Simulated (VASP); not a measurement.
# Nd (Im-3m) in VASP: reference runs

Reference runs on Nd: the cell as given.

Program: VASP 6.6.1. These are calculated values, not measurements. Logs are shortened: lines on timing, memory, paths and dates and some standing lists are left out, and cuts for length are marked.

**1. Starting point**

It takes space group Im-3m (No. 229, cubic). Conventional cell: a = 4.151 Å, b = 4.151 Å, c = 4.151 Å, α = 90.00°, β = 90.00°, γ = 90.00°. Around Nd (site symmetry m-3m) lie 8 Nd at 3.59 Å.

This isn't the form of Nd at room conditions, which is double hcp.

**2. Single point, PBE, collinear spin, ferromagnetic start**

The input, INCAR:

```
ALGO = Normal
EDIFF = 1E-7
ENCUT = 520
GGA = PE
ISIF = 2
ISMEAR = -1
ISPIN = 2
LASPH = True
LCHARG = False
LMAXMIX = 6
LORBIT = 11
LREAL = False
LWAVE = False
MAGMOM = 3
NBANDS = 17
NELM = 100
PREC = Accurate
SIGMA = 0.05
```

The input, KPOINTS:

```
k-points
0
Gamma
  9 9 9
```

The input, POSCAR:

```
Nd
1.0
   -2.0754700287      2.0754700287      2.0754700287
    2.0754700287     -2.0754700287      2.0754700287
    2.0754700287      2.0754700287     -2.0754700287
Nd
1
Direct
    0.0000000000      0.0000000000      0.0000000000
```

Potentials or basis: VASP PAW PBE potentials, release 64 (Nd).

Launch:

```sh
cat potpaw_PBE.64/Nd/POTCAR > POTCAR
mpirun -np 1 vasp_std > vasp.out
```

OUTCAR:

```text
EDIFF = 1E-7
   ENCUT = 520
   GGA = PE
   ISIF = 2
   ISMEAR = -1
   ISPIN = 2
   LASPH = True
   LORBIT = 11
   LREAL = False
   NELM = 100
   PREC = Accurate

 ion  position               nearest neighbor table
   1  0.000  0.000  0.000-

  LATTYP: Found a body centered cubic cell.
 ALAT       =     4.1509400574

  Lattice vectors:

 A1 = (  -2.0754700287,   2.0754700287,   2.0754700287)
 A2 = (   2.0754700287,  -2.0754700287,   2.0754700287)
 A3 = (   2.0754700287,   2.0754700287,  -2.0754700287)

Analysis of symmetry for initial positions (statically):
=====================================================================
 Subroutine PRICEL returns:
 Original cell was already a primitive cell.

 Routine SETGRP: Setting up the symmetry group for a
 body centered cubic supercell.

 Subroutine GETGRP returns: Found 48 space group operations
 (whereof 48 operations were pure point group operations)
 out of a pool of 48 trial point group operations.

The static configuration has the point symmetry O_h .

Analysis of symmetry for dynamics (positions and initial velocities):
=====================================================================
 Subroutine PRICEL returns:
 Original cell was already a primitive cell.

 Routine SETGRP: Setting up the symmetry group for a
 body centered cubic supercell.

 Subroutine GETGRP returns: Found 48 space group operations
 (whereof 48 operations were pure point group operations)
 out of a pool of 48 trial point group operations.

The dynamic configuration has the point symmetry O_h .

Analysis of structural, dynamic, and magnetic symmetry:
=====================================================================
 Subroutine PRICEL returns:
 Original cell was already a primitive cell.

 Routine SETGRP: Setting up the symmetry group for a
 body centered cubic supercell.

 Subroutine GETGRP returns: Found 48 space group operations
 (whereof 48 operations were pure point group operations)
 out of a pool of 48 trial point group operations.

The overall configuration has the point symmetry O_h .

 Subroutine INISYM returns: Found 48 space group operations
 (whereof 48 operations are pure point group operations),
 and found     1 'primitive' translations

----------------------------------------------------------------------------------------

                                     Primitive cell

  volume of cell :      35.7610

  direct lattice vectors                    reciprocal lattice vectors
    -2.075470029  2.075470029  2.075470029     0.000000000  0.240909285  0.240909285
     2.075470029 -2.075470029  2.075470029     0.240909285  0.000000000  0.240909285
     2.075470029  2.075470029 -2.075470029     0.240909285  0.240909285  0.000000000

  length of vectors
     3.594819539  3.594819539  3.594819539     0.340697178  0.340697178  0.340697178

  position of ions in fractional coordinates (direct lattice)
     0.000000000  0.000000000  0.000000000

  ion indices of the primitive-cell ions
   primitive index   ion index
                 1           1

----------------------------------------------------------------------------------------

 KPOINTS: k-points

Automatic generation of k-mesh.
 Grid dimensions read from file:
 generate k-points for:    9    9    9

 Generating k-lattice:

  Cartesian coordinates                     Fractional coordinates (reciprocal lattice)
     0.000000000  0.026767698  0.026767698     0.111111111  0.000000000  0.000000000
     0.026767698  0.000000000  0.026767698     0.000000000  0.111111111  0.000000000
     0.026767698  0.026767698  0.000000000     0.000000000  0.000000000  0.111111111

  Length of vectors
     0.037855242  0.037855242  0.037855242

  Shift w.r.t. Gamma in fractional coordinates (k-lattice)
     0.000000000  0.000000000  0.000000000

 Subroutine IBZKPT returns following result:
 ===========================================

 Found     35 irreducible k-points:

 Following reciprocal coordinates:
            Coordinates               Weight
  0.000000  0.000000  0.000000      1.000000
  0.111111  0.000000  0.000000     12.000000
  0.222222  0.000000  0.000000     12.000000
  0.333333  0.000000  0.000000     12.000000
  0.444444  0.000000  0.000000     12.000000
  0.111111  0.111111  0.000000     24.000000
[... 16 lines left out ...]
 -0.333333  0.444444  0.111111     48.000000
 -0.444444 -0.444444  0.111111     24.000000
 [... further k-points ...]
   k-points           NKPTS =     35   k-points in BZ     NKDIM =     35   number of bands    NBANDS=     17
   number of dos      NEDOS =    301   number of ions     NIONS =      1
   total plane-waves  NPLWV =  21952
   dimension x,y,z NGX =    28 NGY =   28 NGZ =   28
   dimension x,y,z NGXF=    56 NGYF=   56 NGZF=   56
   ions per type =               1
   NGX,Y,Z   is equivalent  to a cutoff of  12.95, 12.95, 12.95 a.u.
   NGXF,Y,Z  is equivalent  to a cutoff of  25.90, 25.90, 25.90 a.u.
 SYSTEM =  unknown system
   PREC   = accura    normal or accurate (medium, high low for compatibility)
   ISTART =      0    job   : 0-new  1-cont  2-samecut
   ICHARG =      2    charge: 1-file 2-atom 10-const
   ISPIN  =      2    spin polarized calculation?
   LNONCOLLINEAR =      F non collinear calculations
   LSORBIT =      F    spin-orbit coupling
   LASPH  =      T    aspherical Exc in radial PAW
   ENCUT  =  520.0 eV  38.22 Ry    6.18 a.u.   6.68  6.68  6.68*2*pi/ulx,y,z
   NELM   =    100;   NELMIN=  2; NELMDL= -5     # of ELM steps
   EDIFF  = 0.1E-06   stopping-criterion for ELM
   LREAL  =      F    real-space projection
   EDIFFG = 0.1E-05   stopping-criterion for IOM
   NSW    =      0    number of steps for IOM
   IBRION =     -1    ionic relax: 0-MD 1-quasi-New 2-CG
   NFREE  =      0    steps in history (QN), initial steepest desc. (CG)
   ISIF   =      2    stress and relaxation
   ISYM   =      2    0-nonsym 1-usesym 2-fastsym
   POTIM  = 0.5000    time-step for ionic-motion
   TEBEG  =    0.0;   TEEND  =   0.0 temperature during run
   PSTRESS=    0.0 pullay stress
   NELECT =      14.0000    total number of electrons
   NUPDOWN=      -1.0000    fix difference up-down
   EMIN   =  10.00;   EMAX   =-10.00  energy-range for DOS
   EFERMI =   0.00;   METHOD = LEGACY
   ISMEAR =    -1;   SIGMA  =   0.05  broadening in eV -4-tet -1-fermi 0-gaus
   EFERMI_NEDOS =   21; number of points for ismear=-14 and -15
   IALGO  =     38    algorithm
   IMIX   =      4    mixing-type and parameters
     AMIX     =   0.40;   BMIX     =  1.00
     AMIX_MAG =   1.60;   BMIX_MAG =  1.00
  volume/ion in A,a.u.               =      35.76       241.33
  Fermi-wavevector in a.u.,A,eV,Ry     =   1.197607  2.263149 19.514331  1.434263
  Thomas-Fermi vector in A             =   2.333518
   LORBIT       =     11    0 simple, 1 ext, 2 COOP (PROOUT), +10 PAW based schemes
   GGA     = PE    functional components
   LHFCALC =     F    Hartree Fock is set to
   AEXX    =    0.0000 exact exchange contribution
   IVDW    =     0    specifies the selected vdW correction
   LEPSILON=     F    determine dielectric tensor
   LRPA    =     F    only Hartree local field effects (RPA)
 spin polarized calculation
  energy-cutoff  :      520.00
  volume of cell :       35.76
 maximum number of plane-waves:       973
   NGX = 13   NGY = 13   NGZ = 13

 number of electron      14.0000001 magnetization       4.0783349

 Free energy of the ion-electron system (eV)
  ---------------------------------------------------
  ext. energy  EPLUGINS =         0.00000000
  ---------------------------------------------------
  free energy    TOTEN  =        -6.38879941 eV

  energy without entropy =       -6.32988667  energy(sigma->0) =       -6.35934304

 E-fermi :   4.4107     XC(G=0):  -9.6888

 val. band max:        4.4006639995   @ k =   0.1111   0.0000   0.0000
 cond. band min:       4.4111052668   @ k =   0.2222   0.2222   0.1111
 fundamental gap:      0.0104412674
 Fermi energy:         4.4107467630

 spin component 1

 k-point     1 :       0.0000    0.0000    0.0000
  band No.  band energies     occupation
      1     -32.9169      1.00000
      2     -13.6404      1.00000
      3     -13.6404      1.00000
      4     -13.6404      1.00000
      5       0.3763      1.00000
      6       4.2109      0.98196
[... 9 lines left out ...]
     16       8.2018      0.00000
     17       8.2018      0.00000

 k-point     2 :       0.1111    0.0000    0.0000
  band No.  band energies     occupation
      1     -32.9021      1.00000
      2     -13.7750      1.00000
      3     -13.6804      1.00000
      4     -13.6418      1.00000
      5       0.7397      1.00000
      6       4.1484      0.99476
[... 9 lines left out ...]
     16       7.9201      0.00000
     17       8.2467      0.00000
[... 421 lines left out ...]
 k-point    24 :      -0.4444   -0.4444    0.1111
  band No.  band energies     occupation
      1     -32.7667      1.00000
      2     -14.5749      1.00000
      3     -14.1320      1.00000
      4     -13.8080      1.00000
      5       3.1481      1.00000
      6       3.8650      0.99998
[... 9 lines left out ...]
     16       9.7063      0.00000
     17      11.7883      0.00000

 [... further k-points ...]

 spin component 2

 k-point     1 :       0.0000    0.0000    0.0000
  band No.  band energies     occupation
      1     -31.2670      1.00000
      2     -12.3186      1.00000
      3     -12.3186      1.00000
      4     -12.3186      1.00000
      5       1.1930      1.00000
      6       6.2409      0.00000
[... 9 lines left out ...]
     16       9.0548      0.00000
     17       9.0548      0.00000

 k-point     2 :       0.1111    0.0000    0.0000
  band No.  band energies     occupation
      1     -31.2508      1.00000
      2     -12.4641      1.00000
      3     -12.3611      1.00000
      4     -12.3202      1.00000
      5       1.5646      1.00000
      6       6.0602      0.00000
[... 9 lines left out ...]
     16       8.8030      0.00000
     17       9.1233      0.00000
[... 421 lines left out ...]
 k-point    24 :      -0.4444   -0.4444    0.1111
  band No.  band energies     occupation
      1     -31.1020      1.00000
      2     -13.3203      1.00000
      3     -12.8431      1.00000
      4     -12.4975      1.00000
      5       3.9667      0.99986
      6       5.5055      0.00000
[... 9 lines left out ...]
     16      10.6557      0.00000
     17      12.7315      0.00000

 [... further k-points ...]

------------------------ aborting loop because EDIFF is reached ----------------------------------------

 total charge

# of ion       s       p       d       f       tot
--------------------------------------------------
    1        2.025   5.382   0.514   3.309  11.229

 magnetization (x)

# of ion       s       p       d       f       tot
--------------------------------------------------
    1       -0.007  -0.097   0.190   3.289   3.374

  FORCE on cell =-STRESS in cart. coord.  units (eV):
  Direction    XX          YY          ZZ          XY          YZ          ZX
  --------------------------------------------------------------------------------------
  -------------------------------------------------------------------------------------
  Total       -0.0197424     -0.0197424     -0.0197424      0.0000000     -0.0000000     -0.0000000
  in kB       -0.8845067     -0.8845067     -0.8845067      0.0000000     -0.0000000     -0.0000000
  external PRESSURE =      -0.8845067 kB  Pullay stress =       0.0000000 kB

 VOLUME and BASIS-vectors are now :
 -----------------------------------------------------------------------------
  energy-cutoff  :      520.00
  volume of cell :       35.76
      direct lattice vectors                 reciprocal lattice vectors
    -2.075470029  2.075470029  2.075470029     0.000000000  0.240909285  0.240909285
     2.075470029 -2.075470029  2.075470029     0.240909285  0.000000000  0.240909285
     2.075470029  2.075470029 -2.075470029     0.240909285  0.240909285  0.000000000

  length of vectors
     3.594819539  3.594819539  3.594819539     0.340697178  0.340697178  0.340697178

 FORCES acting on ions
    electron-ion (+dipol)            ewald-force                    non-local-force                 convergence-correction
 -----------------------------------------------------------------------------------------------
   0.185E-14 -.872E-15 -.107E-14   0.138E-14 0.489E-15 0.758E-15   0.165E-23 0.000E+00 0.165E-23   -.129E-13 -.728E-13 -.664E-14
 -----------------------------------------------------------------------------------------------
   0.185E-14 -.872E-15 -.107E-14   0.138E-14 0.489E-15 0.758E-15   0.165E-23 0.000E+00 0.165E-23   -.129E-13 -.728E-13 -.664E-14

 POSITION                                       TOTAL-FORCE (eV/Angst)
 -----------------------------------------------------------------------------------
      0.00000      0.00000      0.00000         0.000000     -0.000000     -0.000000
 -----------------------------------------------------------------------------------
    total drift:                               -0.000000     -0.000000     -0.000000

--------------------------------------------------------------------------------------------------------

  FREE ENERGIE OF THE ION-ELECTRON SYSTEM (eV)
  ---------------------------------------------------
  free  energy   TOTEN  =        -6.3887994084 eV

  energy  without entropy=       -6.3298866742  energy(sigma->0) =       -6.35934304

--------------------------------------------------------------------------------------------------------

--------------------------------------------------------------------------------------------------------

 total charge

# of ion       s       p       d       f       tot
--------------------------------------------------
    1        2.025   5.382   0.514   3.309  11.229

 magnetization (x)

# of ion       s       p       d       f       tot
--------------------------------------------------
    1       -0.007  -0.097   0.190   3.289   3.374

=======================================================================
```

It took 90 s on 1 thread of Intel Xeon Platinum 8559C (Emerald Rapids), shared host; peak memory 0.2 GiB.

Results:

| Item | Value |
| --- | --- |
| Free energy | -6.3888 eV |
| Pressure | -0.1 GPa |
| Band gap on the k mesh | none (metal or under the smearing width) |
| Net moment | 4.08 μB per cell |
| Site moments | Nd +3.37 μB |
| Valence electrons inside the program's atomic spheres | Nd 11.23 |

Caveat: the magnetic or orbital state may not be the lowest; spin-orbit coupling is left out, which moves the levels of the heavy elements.
